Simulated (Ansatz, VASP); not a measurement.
# Ca2Si in two plane-wave programs

One calculation is typed for both programs; each brings its own data sets. How far apart do they land? The cell is generated by rule, not measured, and may not be a known phase. The cell is taken from a series of runs on this material, whose earlier steps may have relaxed, scaled, displaced or heated it; both programs get it as it stands.

Method: plane waves, with VASP 6.6.1 beside it; zone-centre phonons at PBEsol, in Ansatz 0.2.0.

The structure was built from a prototype and need not be the compound's stable phase.

## (1) The starting structure

Symmetry: P4/nmm, No. 129, tetragonal system. The conventional cell has a = 4.708 Å, b = 4.708 Å, c = 7.553 Å, α = 90.00°, β = 90.00°, γ = 90.00°. Nearest to Si lie 9 Ca at 2.92 to 3.47 Å. Nearest to Ca lie 5 Si at 2.92 to 3.47 Å. Ca has 4 Si at 2.98 Å and 4 Ca at 3.33 Å nearest. Farther neighbours are not listed.

## (2) Ansatz: zone-centre phonons, PBEsol

Ansatz runs on its default PAW (the set named soft_2) files.

Second derivatives magnify differences that forces hide, and they need a tight electronic threshold.

Contents of input.yaml:

```yaml
crystal:
  lattice:
    - [4.7081467274, 0.0, 0.0]
    - [0.0, 4.7081467274, 0.0]
    - [0.0, 0.0, 7.5530585394]
  atoms:
    - { symbol: Si, position: [0.0, 0.5, 0.7580814715] }
    - { symbol: Si, position: [0.5, 0.0, 0.2419185285] }
    - { symbol: Ca, position: [0.0, 0.5, 0.3711294443] }
    - { symbol: Ca, position: [0.5, 0.5, 0.0] }
    - { symbol: Ca, position: [0.5, 0.0, 0.6288705557] }
    - { symbol: Ca, position: [0.0, 0.0, 0.0] }
kpoints:
  mp_grid: { grid: [8, 8, 4] }
hamiltonian:
  xc: pbesol
scf:
  occupations: { method: methfessel_paxton, width: 0.15 }
output:
  eigenvalues: true
phonons:
  method: dfpt
```

Command:

```console
$ ansatz run input.yaml --threads 8 --pin off --max-ram 14336MiB --backend cpu --events-out ev --progress --plain --runs-dir out
```

Numbers of over 12 decimals in the logs are rounded to 6 here.

Log:

```text
zone centre: on kpoints.mp_grid the ground state, and the responses unless they are solved on pairs of k-points, stand on 75 of the mesh's 256 k-points, reduced under 4 symmetry operations, with k and −k counted as one. Each operation leaves every solved displacement unchanged or reverses it
Engine: ansatz 0.2.0, aarch64-unknown-linux-gnu
Pseudopotentials: kind: paw
Pseudopotential: Si, paw, valence charge 4, recommended cutoff 420 eV (normal), Si.paw.azcp
Pseudopotential: Ca, paw, valence charge 10, recommended cutoff 420 eV (normal), Ca.paw.azcp
Functional definition: PBEsol
  exchange = pbesol_x
  correlation = pbesol_c
Crystal: 6 atoms, lattice volume = 167.426 Å³
Basis set: ecut = 420 eV, 3281 PW (Γ), exchange–correlation on 64×64×108 points (8 copies of the dense FFT grid, shifted against one another)
Bands: 30, of which v1, the nominal top of the filled ones, is band 24 counted from 1 (23 counted from 0)
Symmetry: 16 space group operations
k-points: 75 of 256 (irreducible under 4 space group operations, time reversal used)
Non-local potential: Si, projectors of the file, l = 0: 2, l = 1: 2, l = 2: 2
Non-local potential: Ca, projectors of the file, l = 0: 3, l = 1: 2, l = 2: 2
PAW form: soft (Blöchl's): semilocal exchange-correlation on the pseudo side does not see the compensation charge
PAW frozen core: Si, regenerated for the run's functional, and the local potential with it (the file was generated under x = pbe(κ = 0.804, μ = 0.219515), c = pbe(β = 0.066725))
PAW frozen core: Ca, regenerated for the run's functional, and the local potential with it (the file was generated under x = pbe(κ = 0.804, μ = 0.219515), c = pbe(β = 0.066725))
PAW one-centre angular grid: Si, 110 points (default); XC on 64 Gauss nodes
PAW one-centre angular grid: Ca, 110 points (default); XC on 64 Gauss nodes
Initial density: superposition of atomic densities (neutral atoms: chi_scale 0, normalization atom), corrected by the library's trained network
Initial wavefunctions: pseudopotential atomic-orbital guess
Functional: x = pbesol(κ = 0.804, μ = 0.123457), c = pbesol(β = 0.046)
SCF iter   1: F=—  HF=-8420.234480 eV  |F-HF|=—  |Δ(HF+E_count)|=         —  Δρ=2.91e-3  dr2=1.81e-2  ethr=1.77e-3  ⟨swp⟩=8.1  Hψ=10816  notcnv=0
preconditioner: auto → Resta (q_TF=auto, 2.215 Å⁻¹)  ε∞=8.5  [insulator: Δε(μ)=0.171 eV  Ē_g=4.180 eV  σ=0.150 eV  W_gap=0.58  n_scr=36 (ndim 8)  ℏωp=11.5 eV  f_vac=0.000  D(μ)=0.56/eV (n_scr^D=0)  ε∞_Penn≈8.5]
SCF iter   2: F=—  HF=-8420.232438 eV  |F-HF|=—  |Δ(HF+E_count)|=   2.04e-3  S|Δr|=    0.00e0  Δρ=1.61e-3  dr2=6.56e-3  ethr=3.78e-5  ⟨swp⟩=2.5  Hψ=4147  notcnv=0
SCF iter   3: F=—  HF=-8420.231047 eV  |F-HF|=—  |Δ(HF+E_count)|=   1.39e-3  S|Δr|=    0.00e0  Δρ=4.29e-4  dr2=1.11e-3  ethr=1.37e-5  ⟨swp⟩=2.0  Hψ=2766  notcnv=0
SCF iter   4: F=—  HF=-8420.230895 eV  |F-HF|=—  |Δ(HF+E_count)|=   1.52e-4  S|Δr|=    0.00e0  Δρ=1.91e-4  dr2=1.58e-4  ethr=2.31e-6  ⟨swp⟩=1.9  Hψ=2400  notcnv=0
SCF iter   5: F=—  HF=-8420.230877 eV  |F-HF|=—  |Δ(HF+E_count)|=   1.83e-5  S|Δr|=    0.00e0  Δρ=4.24e-5  dr2=3.88e-6  ethr=3.30e-7  ⟨swp⟩=2.0  Hψ=2746  notcnv=0
SCF iter   6: F=—  HF=-8420.230874 eV  |F-HF|=—  |Δ(HF+E_count)|=   2.65e-6  S|Δr|=    0.00e0  Δρ=1.23e-5  dr2=5.87e-7  ethr=8.07e-9  ⟨swp⟩=2.0  Hψ=3670  notcnv=0
SCF iter   7: F=—  HF=-8420.230874 eV  |F-HF|=—  |Δ(HF+E_count)|=   3.33e-8  S|Δr|=    0.00e0  Δρ=2.83e-6  dr2=3.93e-8  ethr=1.22e-9  ⟨swp⟩=2.0  Hψ=2765  notcnv=0
SCF iter   8: F=—  HF=-8420.230874 eV  |F-HF|=—  |Δ(HF+E_count)|=   2.74e-9  S|Δr|=    0.00e0  Δρ=6.86e-7  dr2=1.56e-9  ethr=8.20e-11  ⟨swp⟩=2.1  Hψ=2640  notcnv=0
SCF iter   9: F=—  HF=-8420.230874 eV  |F-HF|=—  |Δ(HF+E_count)|=  4.18e-11  S|Δr|=    0.00e0  Δρ=2.58e-7  dr2=1.18e-10  ethr=3.25e-12  ⟨swp⟩=2.0  Hψ=3671  notcnv=0
SCF iter  10: F=-8420.230874 eV  HF=-8420.230874 eV  |F-HF|=0.00e0  |Δ(HF+E_count)|=  3.27e-11  S|Δr|=    0.00e0  Δρ=4.71e-8  dr2=5.52e-12  ethr=1.00e-12  ⟨swp⟩=8.0  Hψ=11718  notcnv=0
SCF 1 converged in 10 iterations: F = -8420.230874 eV  dr2 = 5.52e-12
  greatest PAW one-centre occupation: 0.996 electrons in one spin orbital (limit 2), on the Ca atom at site 5 (counted from 0), in its partial waves of l = 0
DFPT response loops at Γ: preconditioner auto → Kerker (q_TF=auto, 2.215 Å⁻¹) (partly filled bands, converged f_vac=0.000); β = 1.00, the filter's whole step (`scf.mixing.beta` (0.50) is not read by the response loops under this deck's `scf.mixing.preconditioner`; to damp them name `kerker` or `kerker_dos`, under which they read `scf.mixing.beta`, and type it under 1.00, their step now; both keys bind the ground state too); Broyden in place of MSR1
SCF converged after 10 iterations
Stability not checked: this state was not tested for a lower state beside it, because cold or Methfessel-Paxton smearing, or corrected tetrahedra, fill the levels in a way that the test cannot read (fill_not_monotonic; see scf.lower_state_search)
Free energy (F): -8420.230874 eV
Harris-Foulkes:  -8420.230874 eV  (|F-HF|=0.00e0)
Internal energy: -8420.233108 eV  (E = F + TS)
E sigma→0 (E₀):  -8420.231433 eV
Entropy (-TS):   0.002234 eV (0.372 meV/atom)
Fermi energy:    6.352245 eV
Step filling:    the computed levels leave a gap of 0.0393 eV = 0.3 smearing widths at the electron count; against every level under it full and every level over it empty, smearing changes F+E_penalty+E_count by +0.870 meV and its σ→0 estimate by +0.311 meV
--- Per-component energies (eV) ---
  E_band       = -588.370821
  E_kinetic    = 1189.142936
  E_local      = -3260.506223  (includes V_loc(G=0)·N_el)
  E_nonlocal   = 310.841135
  E_hartree    = 1104.285947
  E_xc         = -650.724679
  E_vxc        = -772.374365  (∫ρ·V_xc dr)
  E_paw        = -4344.751516  (= ΣΔE_a)
  E_vpaw       = -264.046238  (= ΣTr[D̂ρ^β])
  E_aug_tail   = -0.000011  (compensation charges beyond the density's cutoff)
  E_ewald      = -2769.058995
  E_core_change = 0.538299  (= ΣΔE_core)
  E_smearing   = 0.002234  (= −TS)
  E_closure    = -0.000000  (closes the sum)
  Σ components = -8420.230874   (vs F -8420.230874, Δ=0.00e0)
--- Band table (eV; the first three rows and the last of 75) ---
  k-point 0: bands = [... 20 lower, 5.7272, 5.7272, 6.3005, 6.3005, 6.7394, 6.9628, 7.6667, 7.7677, ... 2 higher]
  k-point 1: bands = [... 20 lower, 5.7613, 5.7613, 6.2804, 6.2804, 6.8097, 7.1072, 7.8061, 8.4625, ... 2 higher]
  k-point 2: bands = [... 20 lower, 5.8000, 5.8000, 6.2553, 6.2553, 7.2244, 7.3396, 7.8496, 8.1145, ... 2 higher]
  k-point 74: bands = [... 20 lower, 5.0519, 5.0519, 5.2195, 5.2195, 6.9593, 6.9593, 8.0789, 8.0789, ... 2 higher]
--- Phonons (Γ-DFPT): 6 representative perturbations + reference, on 75 of 256 k-points (Σ response iterations 18) ---
  k mesh reduced under 4 symmetry operations, with k and −k counted as one. Each operation leaves every solved displacement unchanged or reverses it
  ASR residual: 2.880e-5 → 0.000e0 eV/Å²; symmetrization residual: 7.178e-6 eV/Å²
  ASR residual per site (eV/Å²): 2.72e-5 2.72e-5 4.34e-6 2.88e-5 4.34e-6 2.88e-5
  Γ frequencies (cm⁻¹): 0.00 0.00 0.00 60.63 60.63 110.09 110.09 143.81 156.30 156.30 177.31 211.13 211.13 223.15 242.09 242.09 253.85 271.64
  non-analytic LO–TO correction: not included (Born effective charges unavailable; polar crystals: no LO–TO splitting at Γ)
```

## (3) VASP: zone-centre phonons, PBEsol

The same cell, functional, mesh and smearing now go to VASP, with its own data sets.

Lines of VASP's logs that name or quote its potential files are left out, and so is its time.

Contents of INCAR:

```
SYSTEM = Ca2Si
PREC = Accurate
ENCUT = 500
EDIFF = 1E-08
NELM = 120
ISMEAR = 1
SIGMA = 0.15
LREAL = .FALSE.
ALGO = Normal
GGA = PS
NBANDS = 30
LORBIT = 11
LWAVE = .FALSE.
LCHARG = .FALSE.
ISIF = 2
IBRION = 8
LASPH = .TRUE.
GGA_COMPAT = .FALSE.
KPAR = 2
```

Contents of POSCAR:

```
Ca2Si
1.0
    4.7081467274      0.0000000000      0.0000000000
    0.0000000000      4.7081467274      0.0000000000
    0.0000000000      0.0000000000      7.5530585394
Si Ca
2 4
Direct
    0.0000000000      0.5000000000      0.7580814715
    0.5000000000      0.0000000000      0.2419185285
    0.0000000000      0.5000000000      0.3711294443
    0.5000000000      0.5000000000      0.0000000000
    0.5000000000      0.0000000000      0.6288705557
    0.0000000000      0.0000000000      0.0000000000
```

Contents of KPOINTS:

```
Automatic mesh
0
Gamma
8 8 4
0 0 0
```

Potentials, in the order of the species: Si and Ca_sv (PBE family, release 64).

Command:

```console
$ mpirun -np 2 vasp_std
```

Log:

```text
[banner, memory and clock lines left out]
running    2 mpi-ranks, on    1 nodes
 distrk:  each k-point on    1 cores,    2 groups
 distr:  one band on    1 cores,    1 groups

 POSCAR found type information on POSCAR SiCa
 POSCAR found :  2 types and       6 ions
|                                                                             |
|               ----> ADVICE to this user running VASP <----                  |
|                                                                             |
|     You enforced a specific xc type in the INCAR file but a different       |
|     [... a line on the potential file left out ...]
|     I HOPE YOU KNOW WHAT YOU ARE DOING!                                     |
|                                                                             |

 LDA part: xc-table for (Slater+PW92), standard interpolation
 POSCAR, INCAR and KPOINTS ok, starting setup
 FFT: planning ... GRIDC
 FFT: planning ... GRID_SOFT
 FFT: planning ... GRID
 WAVECAR not read
 entering main loop
       N       E                     dE             d eps       ncg     rms          rms(c)
DAV:   1     0.430667745091E+03    0.43067E+03   -0.22303E+04  2700   0.144E+03
DAV:   2     0.641492555776E+01   -0.42425E+03   -0.41562E+03  2836   0.417E+02
DAV:   3    -0.213096008937E+02   -0.27725E+02   -0.26809E+02  4368   0.814E+01
DAV:   4    -0.234019327906E+02   -0.20923E+01   -0.20810E+01  4104   0.201E+01
DAV:   5    -0.235324729441E+02   -0.13054E+00   -0.13050E+00  4086   0.446E+00    0.775E+00
DAV:   6    -0.224181991742E+02    0.11143E+01   -0.28434E+00  3658   0.523E+00    0.423E+00
DAV:   7    -0.223315849056E+02    0.86614E-01   -0.96974E-01  3776   0.348E+00    0.137E+00
DAV:   8    -0.223278223698E+02    0.37625E-02   -0.21605E-01  3204   0.203E+00    0.404E-01
DAV:   9    -0.223235236149E+02    0.42988E-02   -0.42173E-02  3632   0.797E-01    0.177E-01
DAV:  10    -0.223238793829E+02   -0.35577E-03   -0.50411E-03  3784   0.252E-01    0.113E-01
DAV:  11    -0.223240068770E+02   -0.12749E-03   -0.40740E-04  3396   0.953E-02    0.295E-02
DAV:  12    -0.223239863351E+02    0.20542E-04   -0.10900E-04  3512   0.622E-02    0.135E-02
DAV:  13    -0.223239887088E+02   -0.23737E-05   -0.10571E-05  4338   0.151E-02    0.780E-03
DAV:  14    -0.223239887308E+02   -0.21994E-07   -0.54106E-06  3518   0.117E-02    0.320E-03
DAV:  15    -0.223239883529E+02    0.37794E-06   -0.32144E-07  3954   0.321E-03    0.910E-04
DAV:  16    -0.223239882335E+02    0.11935E-06   -0.50666E-08  2834   0.144E-03    0.209E-04
DAV:  17    -0.223239882397E+02   -0.62400E-08   -0.37520E-09  2034   0.464E-04
   1 F= -.22323988E+02 E0= -.22324722E+02  d E =0.220016E-02
 Linear response reoptimize wavefunctions to high precision
DAV:   1    -0.223239882360E+02    0.37035E-08   -0.10015E-09  2028   0.222E-04
DAV:   2    -0.223239882361E+02   -0.10095E-09   -0.39958E-10  1962   0.124E-04
DAV:   3    -0.223239882362E+02   -0.21828E-10   -0.21023E-10  1926   0.824E-05
 Linear response DOF=           6
 Linear response progress:
  Degree of freedom:   1/  6
       N       E                     dE             d eps       ncg     rms          rms(c)
RMM:   1    -0.234001800834E-01   -0.23400E-01   -0.65290E-03 10763   0.489E-01
RMM:   2    -0.205691579638E-01    0.28310E-02   -0.49863E-03 10767   0.168E-01    0.639E-02
RMM:   3    -0.206133030888E-01   -0.44145E-04   -0.73213E-04  8855   0.901E-02    0.317E-02
RMM:   4    -0.208230681440E-01   -0.20977E-03   -0.35112E-04 10276   0.583E-02    0.114E-02
RMM:   5    -0.208207303734E-01    0.23378E-05   -0.72514E-05 10235   0.320E-02    0.470E-03
RMM:   6    -0.208465715911E-01   -0.25841E-04   -0.25935E-05 11813   0.136E-02    0.268E-03
RMM:   7    -0.208491820029E-01   -0.26104E-05   -0.62351E-06 11202   0.770E-03    0.102E-03
RMM:   8    -0.208502025702E-01   -0.10206E-05   -0.34210E-06 13144   0.378E-03    0.470E-04
RMM:   9    -0.208532052619E-01   -0.30027E-05    0.70478E-06 13303   0.197E-03    0.241E-04
RMM:  10    -0.208540362468E-01   -0.83098E-06    0.11829E-06 13119   0.115E-03    0.643E-05
RMM:  11    -0.208536132826E-01    0.42296E-06    0.42175E-06 13097   0.682E-04    0.912E-05
RMM:  12    -0.208537166508E-01   -0.10337E-06   -0.13192E-06 13205   0.423E-04    0.191E-05
RMM:  13    -0.208537604957E-01   -0.43845E-07    0.13070E-06 13822   0.257E-04    0.138E-05
RMM:  14    -0.208537553069E-01    0.51888E-08   -0.28035E-07 12592   0.173E-04    0.619E-06
RMM:  15    -0.208537695966E-01   -0.14290E-07    0.36079E-07 13616   0.117E-04    0.443E-06
RMM:  16    -0.208537564435E-01    0.13153E-07   -0.10896E-07 13523   0.854E-05    0.296E-06
RMM:  17    -0.208537589787E-01   -0.25352E-08    0.13252E-07 13569   0.677E-05    0.132E-06
RMM:  18    -0.208537596321E-01   -0.65339E-09   -0.48363E-08 12201   0.576E-05    0.235E-06
 first order change of Fermi-energy   0.67097E-04
[...]
RMM:   4    -0.238947221546E-01   -0.12473E-03   -0.30764E-04  5323   0.532E-02    0.145E-02
RMM:   5    -0.239318717656E-01   -0.37150E-04   -0.11146E-04  4988   0.324E-02    0.668E-03
RMM:   6    -0.239640473767E-01   -0.32176E-04    0.44637E-07  5673   0.148E-02    0.312E-03
RMM:   7    -0.239617484185E-01    0.22990E-05    0.10945E-05  5897   0.723E-03    0.107E-03
RMM:   8    -0.239661619258E-01   -0.44135E-05    0.60897E-06  6789   0.370E-03    0.534E-04
[...]
RMM:  16    -0.415976303816E+00   -0.23788E-06   -0.24000E-06 13329   0.173E-03    0.997E-05
RMM:  17    -0.415976388508E+00   -0.84692E-07   -0.16963E-06 13867   0.154E-03    0.117E-04
 first order change of Fermi-energy  -0.50182E-04
 force on displaced ion       3 direction 1 :  -1.253   0.000   0.000
 Linear response progress:
  Degree of freedom:   4/  6
       N       E                     dE             d eps       ncg     rms          rms(c)
RMM:   1    -0.453881834627E+00   -0.45388E+00    0.24588E+00  2868   0.988E+00
RMM:   2    -0.415766216506E+00    0.38116E-01   -0.14342E-01  4505   0.196E+00    0.174E-01
RMM:   3    -0.417223705267E+00   -0.14575E-02   -0.16417E-02  5333   0.481E-01    0.129E-01
RMM:   4    -0.417389102372E+00   -0.16540E-03   -0.26762E-03  5907   0.205E-01    0.424E-02
RMM:   5    -0.417522442731E+00   -0.13334E-03   -0.95201E-04  6203   0.818E-02    0.418E-02
RMM:   6    -0.417379973298E+00    0.14247E-03   -0.85372E-05  6295   0.396E-02    0.378E-03
RMM:   7    -0.417383846928E+00   -0.38736E-05   -0.32974E-05  6305   0.176E-02    0.596E-03
RMM:   8    -0.417361952760E+00    0.21894E-04   -0.82988E-06  6720   0.924E-03    0.114E-03
RMM:   9    -0.417354858331E+00    0.70944E-05   -0.42084E-06  6819   0.525E-03    0.304E-04
RMM:  10    -0.417356852430E+00   -0.19941E-05   -0.22240E-06  6708   0.331E-03    0.359E-04
RMM:  11    -0.417355476821E+00    0.13756E-05   -0.42556E-06  6681   0.240E-03    0.112E-04
RMM:  12    -0.417356181723E+00   -0.70490E-06    0.20575E-07  6976   0.183E-03    0.516E-05
RMM:  13    -0.417356289804E+00   -0.10808E-06   -0.26112E-06  6678   0.147E-03    0.252E-05
RMM:  14    -0.417356505392E+00   -0.21559E-06   -0.81191E-07  6976   0.124E-03    0.348E-05
[...]
RMM:  20    -0.417356682756E+00   -0.43450E-07   -0.36310E-07  6683   0.614E-04    0.373E-05
RMM:  21    -0.417356697969E+00   -0.15212E-07   -0.64775E-07  6731   0.560E-04    0.438E-05
RMM:  22    -0.417356711322E+00   -0.13353E-07   -0.36084E-07  6283   0.517E-04    0.500E-05
RMM:  23    -0.417356738717E+00   -0.27395E-07   -0.48630E-07  6089   0.481E-04    0.513E-05
RMM:  24    -0.417356738527E+00    0.19013E-09   -0.33075E-07  5835   0.447E-04    0.590E-05
RMM:  25    -0.417356758163E+00   -0.19637E-07   -0.45478E-07  5934   0.419E-04    0.611E-05
RMM:  26    -0.417356766177E+00   -0.80139E-08   -0.29234E-07  6058   0.392E-04    0.653E-05
RMM:  27    -0.417356774019E+00   -0.78412E-08   -0.38617E-07  5920   0.368E-04    0.688E-05
 first order change of Fermi-energy   0.28181E-01
 force on displaced ion       3 direction 3 :   0.000   0.000  -4.890
 Linear response progress:
  Degree of freedom:   5/  6
       N       E                     dE             d eps       ncg     rms          rms(c)
RMM:   1    -0.470564695326E+00   -0.47056E+00    0.23618E+00  5672   0.102E+01
RMM:   2    -0.404894527711E+00    0.65670E-01   -0.18537E-01  8985   0.214E+00    0.142E-01
RMM:   3    -0.405845721011E+00   -0.95119E-03   -0.22377E-02 10589   0.547E-01    0.106E-01
RMM:   4    -0.406788240233E+00   -0.94252E-03   -0.38781E-03 12378   0.210E-01    0.710E-02
RMM:   5    -0.406721544707E+00    0.66696E-04   -0.89423E-04 12191   0.101E-01    0.914E-03
RMM:   6    -0.406783969895E+00   -0.62425E-04   -0.36803E-04 12414   0.517E-02    0.188E-02
RMM:   7    -0.406733506650E+00    0.50463E-04   -0.68147E-05 13057   0.244E-02    0.470E-03
RMM:   8    -0.406707837567E+00    0.25669E-04   -0.39121E-05 12946   0.135E-02    0.242E-03
RMM:   9    -0.406700511133E+00    0.73264E-05   -0.18829E-05 13414   0.841E-03    0.108E-03
RMM:  10    -0.406693483238E+00    0.70279E-05   -0.17489E-05 13405   0.609E-03    0.142E-04
RMM:  11    -0.406694687883E+00   -0.12046E-05   -0.13937E-05 13513   0.470E-03    0.141E-04
RMM:  12    -0.406694967497E+00   -0.27961E-06   -0.11948E-05 13678   0.385E-03    0.101E-04
RMM:  13    -0.406694422874E+00    0.54462E-06   -0.94944E-06 11953   0.338E-03    0.108E-04
RMM:  14    -0.406695262315E+00   -0.83944E-06   -0.82488E-06 12199   0.295E-03    0.995E-05
RMM:  15    -0.406695623446E+00   -0.36113E-06   -0.67343E-06 13745   0.256E-03    0.105E-04
 first order change of Fermi-energy   0.72834E-05
 force on displaced ion       4 direction 1 :  -5.647   0.000   0.000
 Linear response progress:
  Degree of freedom:   6/  6
       N       E                     dE             d eps       ncg     rms          rms(c)
RMM:   1    -0.463241643474E+00   -0.46324E+00    0.25089E+00  5065   0.102E+01
RMM:   2    -0.422847110485E+00    0.40395E-01   -0.14110E-01  7623   0.179E+00    0.155E-01
RMM:   3    -0.424358858103E+00   -0.15117E-02   -0.18685E-02  8958   0.502E-01    0.119E-01
RMM:   4    -0.424764078239E+00   -0.40522E-03   -0.27756E-03  9896   0.193E-01    0.591E-02
RMM:   5    -0.424787003900E+00   -0.22926E-04   -0.76572E-04 10705   0.774E-02    0.258E-02
RMM:   6    -0.424717278229E+00    0.69726E-04   -0.13216E-04 10805   0.361E-02    0.486E-03
RMM:   7    -0.424712198855E+00    0.50794E-05   -0.62059E-05 10260   0.202E-02    0.621E-03
RMM:   8    -0.424699852718E+00    0.12346E-04   -0.27507E-05 10768   0.114E-02    0.213E-03
RMM:   9    -0.424690237625E+00    0.96151E-05   -0.12914E-05 11020   0.753E-03    0.466E-04
RMM:  10    -0.424687809642E+00    0.24280E-05   -0.65744E-06 11287   0.517E-03    0.408E-04
RMM:  11    -0.424686024095E+00    0.17855E-05   -0.53935E-06 11239   0.399E-03    0.943E-05
RMM:  12    -0.424686010516E+00    0.13579E-07   -0.31708E-06 11554   0.315E-03    0.510E-05
RMM:  13    -0.424686340425E+00   -0.32991E-06   -0.18984E-06 11492   0.257E-03    0.374E-05
RMM:  14    -0.424686405741E+00   -0.65316E-07   -0.44488E-06 11238   0.218E-03    0.388E-05
RMM:  15    -0.424686525745E+00   -0.12000E-06   -0.43898E-06 11767   0.186E-03    0.667E-05
RMM:  16    -0.424686652960E+00   -0.12722E-06   -0.31455E-06 10206   0.162E-03    0.103E-04
RMM:  17    -0.424686728131E+00   -0.75171E-07   -0.31870E-06 11343   0.142E-03    0.119E-04
RMM:  18    -0.424686764327E+00   -0.36196E-07   -0.24074E-06 10319   0.127E-03    0.143E-04
RMM:  19    -0.424686883823E+00   -0.11950E-06   -0.23767E-06 10390   0.113E-03    0.154E-04
RMM:  20    -0.424686945979E+00   -0.62156E-07   -0.15034E-06  9234   0.103E-03    0.147E-04
RMM:  21    -0.424686986939E+00   -0.40960E-07   -0.17562E-06 10639   0.915E-04    0.152E-04
 first order change of Fermi-energy  -0.45270E-04
 force on displaced ion       4 direction 3 :   0.000   0.000  -4.188
 Linear response finished
```

[end of part 1 of 2]

[Lines on the potential files, build, host, timing and source positions are cut from VASP's logs without a mark.]

[Logs are printed without paths, hosts, clocks, repeated set-up lines and the standing remarks that a program may print on its own settings, such as how far it seeks lower states.]

[Hosts, paths, dates, database ids (printed as entryN), source tags and the programs' standing remarks are cut or masked in the printed files.]
